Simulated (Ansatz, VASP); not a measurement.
## CoO in VASP and in Ansatz

```
Co O
1.0
     3.08113    0.00000    0.00000
     0.00000    4.20139    0.00000
    -2.87771    0.00000    3.07857
Co O
2 2
Direct
  0.99162 0.24480 0.25443
  0.98492 0.75343 0.74839
  0.01027 0.26590 0.74980
  0.01063 0.74227 0.25124
```

Change from the starting cell: atoms moved at random, drawn with an rms of 0.05 Å.

Alike in both runs: task single point; functional PBE; k mesh 12 × 6 × 9; occupations fermi-dirac, width 0.05 eV; collinear spin, ferromagnetic start.

|  | VASP | Ansatz |
| --- | --- | --- |
| version | VASP 6.6.1 | Ansatz 0.2.0 |
| potentials or method | VASP PAW PBE potentials, release 64 (Co, O) | Ansatz PAW |
| plane-wave cutoff (eV) | 520 | 420 |
| valence electrons in the cell | 30 | 46 |

```csv
,VASP,Ansatz,Ansatz less VASP
gap on the k mesh at the Fermi level (eV),none,none,-
pressure (GPa),-5.6,-5.2,+0.41
largest component of the traceless stress (GPa),0.67,0.73,+0.065
rms of the force components (eV/Å),0.181,0.181,+0.0008
net moment per atom (μB),1.45,1.46,+0.006
size of the moment on the site where the two differ most (μB),2.55,2.45,-0.106
```

Site moments also hang on the region over which each program counts them. Atom by atom the forces differ by 0.006 eV/Å (rms over components). A gap of «none» marks a metal or a gap that the smearing closes. With one functional, cell and mesh, what is left measures potentials, basis and numerics. The two sets of potentials don't hold the same shells in valence.

Caveats: semilocal functionals often make such compounds metallic where correlation or magnetic order opens a gap, which also shifts bond lengths; the pressure holds a Pulay correction of +0.7 GPa for the finite cutoff (Ansatz).
